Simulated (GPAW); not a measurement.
# Sc (P6_3/mmc) in GPAW: settings compared

Aim: see how the results for Sc move with the level of theory and the settings. Levels: PBEsol+U, LDA, WC, SCAN. Tasks: band structure, equation of state.

Everything below comes from runs of GPAW 26.7.0. Logs are shortened: lines on timing, memory, paths and dates and some standing lists are left out, and cuts for length are marked. The log counts tension as positive stress, the text compression.

## 1. The crystal as given

Symmetry: P6_3/mmc, No. 194, hexagonal system. The conventional cell has a = 3.309 Å, b = 3.309 Å, c = 5.273 Å, α = 90.00°, β = 90.00°, γ = 120.00°. Around Sc (site symmetry -6m2) lie 12 Sc at 3.26 to 3.31 Å.

## 2. Band structure, PBEsol+U

Contents of run.py:

```python
from ase import Atoms
from ase.dft.bandgap import bandgap
from ase.io import write
from ase.units import GPa
from gpaw import GPAW, PW, setup_paths

setup_paths.insert(0, '.')

atoms = Atoms(['Sc', 'Sc'],
              cell=[[3.309, 0.0, 0.0],
                    [-1.6545, 2.8656780611, 0.0],
                    [0.0, 0.0, 5.2733]],
              scaled_positions=[[0.6666666667, 0.3333333333, 0.75],
                                [0.3333333333, 0.6666666667, 0.25]],
              pbc=True)

calc = GPAW(mode=PW(600),
            xc='PBEsol',
            kpts={'size': (9, 9, 5), 'gamma': True},
            occupations={'name': 'fermi-dirac', 'width': 0.05},
            setups={'Sc': ':d,4.3'},
            nbands=23,
            convergence={'density': 1e-05, 'energy': 1e-05},
            maxiter=150,
            txt='gpaw.txt')
atoms.calc = calc
energy = atoms.get_potential_energy()
forces = atoms.get_forces()
stress = atoms.get_stress()
calc.write('gs.gpw')
write('result.traj', atoms)
print(f'Energy: {energy:.6f} eV')
print('Forces (eV/A):')
print(forces.round(4))
print('Stress (GPa):', (stress / GPa).round(3))
print('Fermi level:', round(calc.get_fermi_level(), 4), 'eV')
print(f'Gap: {bandgap(calc)[0]:.4f} eV, direct: {bandgap(calc, direct=True)[0]:.4f} eV')

path = atoms.cell.bandpath('GMKGALHA,LM,KH', npoints=100, eps=1e-4)
bs_calc = calc.fixed_density(kpts=path, symmetry='off', nbands=36,
                             convergence={'bands': 'CBM+6.0', 'eigenstates': 1e-6}, txt='bands.txt')
bs = bs_calc.band_structure()
bs.write('bs.json')
print(f'Gap on the path: {bandgap(bs_calc)[0]:.4f} eV')
```

Potentials or basis: PAW data sets generated in the run's folder for this functional, pw.

On the command line:

```sh
$ gpaw-setup -f PBEsol Sc
$ OMP_NUM_THREADS=1 python run.py
```

gpaw.txt:

```text
__  _  _
 | _ |_)|_||  |
 |__||  | ||/\| - 26.7.0

Input parameters:
  mode=PW(ecut=600.0),
  convergence={'density': 1e-05, 'energy': 1e-05},
  kpts=MonkhorstPack(size=(9, 9, 5), gamma=True),
  maxiter=150,
  nbands=23,
  occupations=Occupations(name='fermi-dirac', width=0.05),
  setups={'Sc': ':d,4.3'},
  xc=XC(name='PBEsol')

Diagonalizing LCAO Hamiltonian
Converting LCAO to pw mode

           Sc

        Sc

Atoms  # Å, Bohr magnetons
|   | symbol |         x |        y |        z |    initial magnetic moments |
|---|--------|-----------|----------|----------|-----------------------------|
| 0 |     Sc |  1.654500 | 0.955226 | 3.954975 | ( 0.0000,  0.0000,  0.0000) |
| 1 |     Sc | -0.000000 | 1.910452 | 1.318325 | ( 0.0000,  0.0000,  0.0000) |

Unit cell  # Å
| periodic |         x |        y |        z |  lengths |     angles |
|----------|-----------|----------|----------|----------|------------|
|      yes |  3.309000 | 0.000000 | 0.000000 | 3.309000 |  90.000000 |
|      yes | -1.654500 | 2.865678 | 0.000000 | 3.309000 |  90.000000 |
|      yes |  0.000000 | 0.000000 | 5.273300 | 5.273300 | 120.000000 |

Number of symmetries: 12
Symmetry operations  # r_c * U_cc + t_c -> r_c
|    | kind |            matrix            |
|----|------|------------------------------|
|  0 |  σ   |  1, 1, 0,  0,-1, 0,  0, 0, 1 |
|  1 |  S6  |  1, 1, 0, -1, 0, 0,  0, 0,-1 |
|  2 |  E   |  1, 0, 0,  0, 1, 0,  0, 0, 1 |
|  3 |  C2  |  1, 0, 0, -1,-1, 0,  0, 0,-1 |
|  4 |  C2  |  0, 1, 0,  1, 0, 0,  0, 0,-1 |
|  5 |  C3  |  0, 1, 0, -1,-1, 0,  0, 0, 1 |
|  6 |  S6  |  0,-1, 0,  1, 1, 0,  0, 0,-1 |
|  7 |  σ   |  0,-1, 0, -1, 0, 0,  0, 0, 1 |
|  8 |  σ   | -1, 0, 0,  1, 1, 0,  0, 0, 1 |
|  9 |  i   | -1, 0, 0,  0,-1, 0,  0, 0,-1 |
| 10 |  C3  | -1,-1, 0,  1, 0, 0,  0, 0, 1 |
| 11 |  C2  | -1,-1, 0,  0, 1, 0,  0, 0,-1 |

BZ-sampling:
  Number of BZ points: 405
  Number of IBZ points: 50

  Monkhorst-Pack size: [9, 9, 5]
  Monkhorst-Pack shift: [0, 0, 0]

K-points  # in reciprocal-cell coordinates
|     |                                coordinates |     weight |
|-----|--------------------------------------------|------------|
|   0 | (  0.00000000,   0.00000000,   0.00000000) | 0.00246914 |
|   1 | (  0.00000000,   0.00000000,   0.20000000) | 0.00493827 |
|   2 | (  0.00000000,   0.00000000,   0.40000000) | 0.00493827 |
|   3 | (  0.11111111,   0.00000000,  -0.40000000) | 0.01481481 |
|   4 | (  0.11111111,   0.00000000,  -0.20000000) | 0.01481481 |
|   5 | (  0.11111111,   0.00000000,   0.00000000) | 0.01481481 |
|   6 | (  0.11111111,   0.00000000,   0.20000000) | 0.01481481 |
|   7 | (  0.11111111,   0.00000000,   0.40000000) | 0.01481481 |
|   8 | (  0.22222222,  -0.11111111,   0.00000000) | 0.01481481 |
|   9 | (  0.22222222,  -0.11111111,   0.20000000) | 0.02962963 |
| ... |                                            |            |
|  49 | (  0.44444444,   0.44444444,   0.40000000) | 0.02962963 |

Plane wave coefficients: 1713
Cutoff: 600.0 eV

Spin-components: 1 (collinear spins)
Bands:           23
Projectors:      12
Spin-degeneracy: 2
Datatype:        complex128

Parallelization:
  kpt:    1
  domain: 1
  band:   1

Density:
  Valence electrons: 22.0
  Components: 1
  Grid points: [20 20 30]
  Charge: 0.0  # |e|

Potential:
  Grid points: [20 20 30]

species:
  Sc:
    name:    Scandium
    Z:       21.0
    valence: 11
    core:    10
    charge:  0.0  # [|e|]
    Hubbard: {U: 4.3,  # eV
              l: 2,
              scale: True}
    compensation charges:
      type: gauss
      rc: 0.39  # [Å]
      lmax: 2
    cutoffs:
      filter: 2.14  # [Å]
      core: 1.08  # [Å]
    projectors
    | kind |    occ | energy [eV] | rcut [Å] |
    |------|--------|-------------|----------|
    |   3s |  2.000 |     -54.868 |    1.228 |
    |   4s |  2.000 |      -4.188 |    1.228 |
    |   3p |  6.000 |     -33.549 |    1.281 |
    |   4p |  0.000 |      -1.451 |    1.281 |
    |   3d |  1.000 |      -3.246 |    1.196 |
    |    d |        |      23.966 |    1.196 |

    Using partial waves for Sc as LCAO basis

Reference energy: -41528.191255  # eV

eigensolver:
  PPCG
  Converge bands: occupied
  niter=2

density mixing:
  MSR1-Mixer
  Pratt-step length: 0.05
  Maximum mixing coefficient: 0.75
  Old densities: 10
  SVD Regularization: 0.005
  Good broyden scale: 1.0
  Trust region scale: 1.0
  Backstep threshold: 4.0
  History deletion threshold: 6.0
  Fourier metric: weight=20.0, sigma=0.015

occupation numbers:
  Fermi-Dirac:
    width: 0.0500  # eV

poisson solver:
  ecut: 4800.0  # eV

xc functional:
  name: PBEsol with 2 nearest neighbor stencil

convergence criteria:
- Maximum integral of absolute [dens]ity change: 1e-05 electrons / valence electron
- Maximum [total energy] change in last 3 cyles: 1e-05 eV / valence electron
- Maximum integral of absolute [eigenst]ate change: 4e-08 eV^2 / valence electron
maximum number of iterations: 150

SCF iterations
|iter     | |      energy | eigst |  dens |
|---------|-|-------------|-------|-------|
|iter:   1| |   -7.016243 | +0.32 |       |
|iter:   2| |   -6.894940 | -0.97 | -1.10 |
|iter:   3| |   -6.264695 | -0.69 | -1.14 |
|iter:   4| |   -6.261777 | -1.75 | -1.81 |
|iter:   5| |   -6.261994 | -3.05 | -2.19 |
|iter:   6| |   -6.262011 | -3.75 | -3.53 |
|iter:   7| |   -6.262017c| -4.40 | -3.95 |
|iter:   8| |   -6.262017c| -4.93 | -4.75 |
|iter:   9| |   -6.262018c| -5.72 | -5.37c|
|iter:  10| |   -6.262018c| -7.82c| -6.06c|

Converged in 10 steps
Energy contributions relative to reference atoms: (reference = -41528.191255)

Energy contributions:
  Kinetic:           0.764860
  Coulomb:          -2.421008
  Zero:              0.231643
  External:          0.000000
  Xc:               -4.821436
  Entropy:          -0.032154
  Spinorbit:         0.000000
  ----------------------------
  Free energy:      -6.278095
  Extrapolated:     -6.262018

dipole moment: (0.000000, 0.000000, 0.000001)  # |e|*Ang

Fermi level: 6.055
Eigenvalues  # (at kpt = [0.000, 0.000, 0.000])
| band index |      eig [eV] | occ [0-2] |
|------------|---------------|-----------|
|          0 |       -44.837 |     2.000 |
|        ... |               |           |
|          3 |       -23.339 |     2.000 |
|          4 |       -23.339 |     2.000 |
|          5 |       -23.285 |     2.000 |
|          6 |       -23.285 |     2.000 |
|          7 |       -23.272 |     2.000 |
|          8 |         0.297 |     2.000 |
[... 8 lines left out ...]
|         17 |         9.127 |     0.000 |
|         18 |        10.469 |     0.000 |
|        ... |               |           |
|         22 |        19.637 |     0.000 |

No gap
No difference between direct/indirect transitions

Forces  # eV/Ang
|        x |        y |        z |
|----------|----------|----------|
|  0.00000 | -0.00000 |  0.00001 |  # Sc   0
| -0.00000 | -0.00000 | -0.00001 |  # Sc   1

Stress tensor  # eV/Ang^3
|         x |         y |         z |
|-----------|-----------|-----------|
| -0.025274 | -0.000000 |  0.000000 |
| -0.000000 | -0.025274 |  0.000000 |
|  0.000000 |  0.000000 | -0.021572 |

# Writing to gs.gpw (mode='')
```

Run time: 2.2 min. Hardware: 1 thread of Arm Neoverse N1, shared host; peak memory 0.33 GiB.

Results:

```
Free energy             : -6.2781 eV
Pressure                : 3.9 GPa
Band gap along the path : none (metal or under the smearing width)
```

Stress tensor (GPa, compression positive):
```
4.05 0.00 0.00
0.00 4.05 0.00
0.00 0.00 3.46
```

Levels at the corners of the path, in eV from the Fermi level:
| point | band 7 | band 8 | band 9 | band 10 | band 11 | band 12 | band 13 | band 14 | band 15 | band 16 |
| --- | --- | --- | --- | --- | --- | --- | --- | --- | --- | --- |
| Γ | -29.34 | -29.33 | -5.76 | -1.80 | -0.24 | 2.19 | 2.19 | 2.30 | 2.65 | 2.65 |
| M | -29.42 | -29.38 | -1.90 | -1.29 | -0.50 | -0.31 | 1.36 | 1.99 | 2.07 | 4.61 |
| K | -29.47 | -29.47 | -0.83 | -0.83 | -0.80 | -0.15 | 1.26 | 1.26 | 2.35 | 4.29 |
| Γ | -29.34 | -29.33 | -5.76 | -1.80 | -0.24 | 2.19 | 2.19 | 2.30 | 2.65 | 2.65 |
| A | -29.37 | -29.37 | -4.26 | -4.26 | 1.20 | 1.20 | 2.14 | 2.14 | 2.14 | 2.14 |
| L | -29.42 | -29.42 | -1.52 | -1.52 | -0.13 | -0.13 | 1.24 | 1.24 | 3.00 | 3.00 |
| H | -29.39 | -29.39 | -0.44 | -0.44 | 0.01 | 0.01 | 0.10 | 0.10 | 2.95 | 2.95 |
| A | -29.37 | -29.37 | -4.26 | -4.26 | 1.20 | 1.20 | 2.14 | 2.14 | 2.14 | 2.14 |
| L | -29.42 | -29.42 | -1.52 | -1.52 | -0.13 | -0.13 | 1.24 | 1.24 | 3.00 | 3.00 |
| M | -29.42 | -29.38 | -1.90 | -1.29 | -0.50 | -0.31 | 1.36 | 1.99 | 2.07 | 4.61 |
| K | -29.47 | -29.47 | -0.83 | -0.83 | -0.80 | -0.15 | 1.26 | 1.26 | 2.35 | 4.29 |
| H | -29.39 | -29.39 | -0.44 | -0.44 | 0.01 | 0.01 | 0.10 | 0.10 | 2.95 | 2.95 |

Caveat: U without spin polarisation on a metal has little footing; the U is typed as a test and isn't derived for this compound.

## 3. Equation of state, LDA

Contents of run.py:

```python
from ase.eos import EquationOfState
from ase.io import Trajectory, read
from ase.units import GPa
from gpaw import GPAW, PW

atoms = read('POSCAR')

traj = Trajectory('eos.traj', 'w')
volumes, energies = [], []
for x in [0.94, 0.96, 0.98, 1.0, 1.02, 1.04, 1.06]:
    a = atoms.copy()
    a.set_cell(atoms.cell * x**(1 / 3), scale_atoms=True)
    calc = GPAW(mode=PW(600),
                xc='LDA',
                kpts={'size': (9, 9, 5), 'gamma': True},
                occupations={'name': 'methfessel-paxton', 'order': 0, 'width': 0.05},
                nbands=23,
                convergence={'density': 1e-05, 'energy': 1e-05},
                maxiter=150,
                txt=f'eos-{x:.2f}.txt')
    a.calc = calc
    energies.append(a.get_potential_energy(force_consistent=True))
    volumes.append(a.get_volume())
    p = -a.get_stress()[:3].mean() / GPa
    calc.write(f'eos-{x:.2f}.gpw')
    traj.write(a)
    print(f'{x:.2f} {volumes[-1]:10.4f} A^3 {energies[-1]:14.6f} eV {p:9.3f} GPa', flush=True)

v0, e0, B = EquationOfState(volumes, energies, eos='birchmurnaghan').fit()
print(f'V0 = {v0:.4f} A^3, E0 = {e0:.6f} eV, B0 = {B / GPa:.2f} GPa')
```

Contents of POSCAR:

```
Sc
1.0
    3.3090000000      0.0000000000      0.0000000000
   -1.6545000000      2.8656780611      0.0000000000
    0.0000000000      0.0000000000      5.2733000000
Sc
2
Direct
    0.6666666667      0.3333333333      0.7500000000
    0.3333333333      0.6666666667      0.2500000000
```

Potentials or basis: the program's PAW data sets (release 1.2.1) made for this functional, pw.

On the command line:

```sh
$ OMP_NUM_THREADS=1 python run.py
```

The program printed:

```text
__  _  _
 | _ |_)|_||  |
 |__||  | ||/\| - 26.7.0

Input parameters:
  mode=PW(ecut=600.0),
  convergence={'density': 1e-05, 'energy': 1e-05},
  kpts=MonkhorstPack(size=(9, 9, 5), gamma=True),
  maxiter=150,
  nbands=23,
  occupations=Occupations(name='methfessel-paxton', order=0, width=0.05),
  xc=XC(name='LDA')

Diagonalizing LCAO Hamiltonian
Converting LCAO to pw mode

           Sc

        Sc

Atoms  # Å, Bohr magnetons
|   | symbol |         x |        y |        z |    initial magnetic moments |
|---|--------|-----------|----------|----------|-----------------------------|
| 0 |     Sc |  1.620725 | 0.935726 | 3.874239 | ( 0.0000,  0.0000,  0.0000) |
| 1 |     Sc | -0.000000 | 1.871452 | 1.291413 | ( 0.0000,  0.0000,  0.0000) |

Unit cell  # Å
| periodic |         x |        y |        z |  lengths |     angles |
|----------|-----------|----------|----------|----------|------------|
|      yes |  3.241450 | 0.000000 | 0.000000 | 3.241450 |  90.000000 |
|      yes | -1.620725 | 2.807178 | 0.000000 | 3.241450 |  90.000000 |
|      yes |  0.000000 | 0.000000 | 5.165651 | 5.165651 | 120.000000 |

Number of symmetries: 12
Symmetry operations  # r_c * U_cc + t_c -> r_c
|    | kind |            matrix            |
|----|------|------------------------------|
|  0 |  σ   |  1, 1, 0,  0,-1, 0,  0, 0, 1 |
|  1 |  S6  |  1, 1, 0, -1, 0, 0,  0, 0,-1 |
|  2 |  E   |  1, 0, 0,  0, 1, 0,  0, 0, 1 |
|  3 |  C2  |  1, 0, 0, -1,-1, 0,  0, 0,-1 |
|  4 |  C2  |  0, 1, 0,  1, 0, 0,  0, 0,-1 |
|  5 |  C3  |  0, 1, 0, -1,-1, 0,  0, 0, 1 |
|  6 |  S6  |  0,-1, 0,  1, 1, 0,  0, 0,-1 |
|  7 |  σ   |  0,-1, 0, -1, 0, 0,  0, 0, 1 |
|  8 |  σ   | -1, 0, 0,  1, 1, 0,  0, 0, 1 |
|  9 |  i   | -1, 0, 0,  0,-1, 0,  0, 0,-1 |
| 10 |  C3  | -1,-1, 0,  1, 0, 0,  0, 0, 1 |
| 11 |  C2  | -1,-1, 0,  0, 1, 0,  0, 0,-1 |

BZ-sampling:
  Number of BZ points: 405
  Number of IBZ points: 50

  Monkhorst-Pack size: [9, 9, 5]
  Monkhorst-Pack shift: [0, 0, 0]

K-points  # in reciprocal-cell coordinates
|     |                                coordinates |     weight |
|-----|--------------------------------------------|------------|
|   0 | (  0.00000000,   0.00000000,   0.00000000) | 0.00246914 |
|   1 | (  0.00000000,   0.00000000,   0.20000000) | 0.00493827 |
|   2 | (  0.00000000,   0.00000000,   0.40000000) | 0.00493827 |
|   3 | (  0.11111111,   0.00000000,  -0.40000000) | 0.01481481 |
|   4 | (  0.11111111,   0.00000000,  -0.20000000) | 0.01481481 |
|   5 | (  0.11111111,   0.00000000,   0.00000000) | 0.01481481 |
|   6 | (  0.11111111,   0.00000000,   0.20000000) | 0.01481481 |
|   7 | (  0.11111111,   0.00000000,   0.40000000) | 0.01481481 |
|   8 | (  0.22222222,  -0.11111111,   0.00000000) | 0.01481481 |
|   9 | (  0.22222222,  -0.11111111,   0.20000000) | 0.02962963 |
| ... |                                            |            |
|  49 | (  0.44444444,   0.44444444,   0.40000000) | 0.02962963 |

Plane wave coefficients: 1593
Cutoff: 600.0 eV

Spin-components: 1 (collinear spins)
Bands:           23
Projectors:      12
Spin-degeneracy: 2
Datatype:        complex128

Parallelization:
  kpt:    1
  domain: 1
  band:   1

Density:
  Valence electrons: 22.0
  Components: 1
  Grid points: [20 20 30]
  Charge: 0.0  # |e|

Potential:
  Grid points: [20 20 30]

species:
  Sc:
    name:    Scandium
    Z:       21.0
    valence: 11
    core:    10
    charge:  0.0  # [|e|]
    compensation charges:
      type: gauss
      rc: 0.39  # [Å]
      lmax: 2
    cutoffs:
      filter: 2.14  # [Å]
      core: 1.08  # [Å]
    projectors
    | kind |    occ | energy [eV] | rcut [Å] |
    |------|--------|-------------|----------|
    |   3s |  2.000 |     -54.706 |    1.228 |
    |   4s |  2.000 |      -4.292 |    1.228 |
    |   3p |  6.000 |     -33.568 |    1.281 |
    |   4p |  0.000 |      -1.520 |    1.281 |
    |   3d |  1.000 |      -3.425 |    1.196 |
    |    d |        |      23.786 |    1.196 |

    Using partial waves for Sc as LCAO basis

Reference energy: -41483.256425  # eV

eigensolver:
  PPCG
  Converge bands: occupied
  niter=2

density mixing:
  MSR1-Mixer
  Pratt-step length: 0.05
  Maximum mixing coefficient: 0.75
  Old densities: 10
  SVD Regularization: 0.005
  Good broyden scale: 1.0
  Trust region scale: 1.0
  Backstep threshold: 4.0
  History deletion threshold: 6.0
  Fourier metric: weight=20.0, sigma=0.015

occupation numbers:
  Methfessel-Paxton:
    width: 0.0500  # eV
    order: 0

poisson solver:
  ecut: 4800.0  # eV

xc functional:
  name: None

convergence criteria:
- Maximum integral of absolute [dens]ity change: 1e-05 electrons / valence electron
- Maximum [total energy] change in last 3 cyles: 1e-05 eV / valence electron
- Maximum integral of absolute [eigenst]ate change: 4e-08 eV^2 / valence electron
maximum number of iterations: 150

SCF iterations
|iter     | |      energy | eigst |  dens |
|---------|-|-------------|-------|-------|
|iter:   1| |  -10.531713 | +0.23 |       |
|iter:   2| |  -10.506320 | -0.99 | -1.42 |
|iter:   3| |  -10.380153 | -1.34 | -1.46 |
|iter:   4| |  -10.383925 | -2.57 | -2.07 |
|iter:   5| |  -10.385120 | -3.87 | -2.37 |
|iter:   6| |  -10.385120 | -4.85 | -3.78 |
|iter:   7| |  -10.385121c| -5.71 | -4.34 |
|iter:   8| |  -10.385121c| -6.39 | -5.19c|
|iter:   9| |  -10.385121c| -7.38 | -6.22c|
|iter:  10| |  -10.385121c| -8.26c| -6.79c|

Converged in 10 steps
Energy contributions relative to reference atoms: (reference = -41483.256425)

Energy contributions:
  Kinetic:          -1.103987
  Coulomb:           2.001004
  Zero:              0.350101
  External:          0.000000
  Xc:              -11.629069
  Entropy:          -0.006340
  Spinorbit:         0.000000
  ----------------------------
  Free energy:     -10.388290
  Extrapolated:    -10.385121

dipole moment: (0.000000, 0.000000, 0.000001)  # |e|*Ang

Fermi level: 5.760
Eigenvalues  # (at kpt = [0.000, 0.000, 0.000])
| band index |      eig [eV] | occ [0-2] |
|------------|---------------|-----------|
|          0 |       -43.034 |     2.000 |
|        ... |               |           |
|          2 |       -22.180 |     2.000 |
|          3 |       -21.764 |     2.000 |
|          4 |       -21.764 |     2.000 |
|          5 |       -21.693 |     2.000 |
|          6 |       -21.693 |     2.000 |
|          7 |       -21.674 |     2.000 |
[... 8 lines left out ...]
|         16 |         8.210 |     0.000 |
|         17 |         8.210 |     0.000 |
|        ... |               |           |
|         22 |        20.326 |     0.000 |

No gap
No difference between direct/indirect transitions

Stress tensor  # eV/Ang^3
|        x |        y |        z |
|----------|----------|----------|
| 0.010363 | 0.000000 | 0.000000 |
| 0.000000 | 0.010363 | 0.000000 |
| 0.000000 | 0.000000 | 0.023599 |

# Writing to eos-0.94.gpw (mode='')
```

stdout:

```text
0.94    47.0040 A^3     -10.388290 eV    -2.367 GPa
0.96    48.0040 A^3     -10.370243 eV    -3.451 GPa
0.98    49.0041 A^3     -10.345739 eV    -4.436 GPa
1.00    50.0042 A^3     -10.315371 eV    -5.332 GPa
1.02    51.0043 A^3     -10.279663 eV    -6.147 GPa
1.04    52.0044 A^3     -10.239102 eV    -6.888 GPa
1.06    53.0045 A^3     -10.194128 eV    -7.561 GPa
<dir> UserWarning: The minimum volume of your fit is not in your volumes.  You may not have a minimum in your dataset!
  warnings.warn(
V0 = 45.1207 A^3, E0 = -10.402462 eV, B0 = 61.27 GPa
```

eos-0.98.txt:

```text
SCF iterations
|iter     | |      energy | eigst |  dens |
|---------|-|-------------|-------|-------|
|iter:   1| |  -10.498490 | +0.20 |       |
|iter:   2| |  -10.470697 | -1.01 | -1.40 |
|iter:   3| |  -10.337557 | -1.31 | -1.44 |
[... 34 lines left out ...]
|          5 |       -22.156 |     2.000 |
|          6 |       -22.156 |     2.000 |
|          7 |       -22.137 |     2.000 |
[... 8 lines left out ...]
|         16 |         7.780 |     0.000 |
|         17 |         7.780 |     0.000 |
|        ... |               |           |
|         22 |        19.694 |     0.000 |

No gap
No difference between direct/indirect transitions

Stress tensor  # eV/Ang^3
|         x |         y |        z |
|-----------|-----------|----------|
|  0.023799 | -0.000000 | 0.000000 |
| -0.000000 |  0.023799 | 0.000000 |
|  0.000000 |  0.000000 | 0.035466 |

# Writing to eos-0.98.gpw (mode='')
```

Run time: 5.1 min. Hardware: 1 thread of Arm Neoverse N1, shared host; peak memory 0.32 GiB.

What came out:

```yaml
Equilibrium_volume: "22.56 Å³/atom (rough: see the caveat)"
Bulk_modulus_at_fixed_shape_and_positions: 61 GPa (rough)
```

Energy against volume, from the lowest point:
| volume (Å³/atom) | energy (meV/atom) |
| --- | --- |
| 23.502 | 0.00 |
| 24.002 | 9.02 |
| 24.502 | 21.28 |
| 25.002 | 36.46 |
| 25.502 | 54.31 |
| 26.002 | 74.59 |
| 26.502 | 97.08 |

Caveat: the minimum lies outside the volumes run; the cell was scaled at fixed shape and fractional positions, which overstates the stiffness of a crystal with free parameters, most of all of layers and chains.

(Part 1 of 2 ends here.)
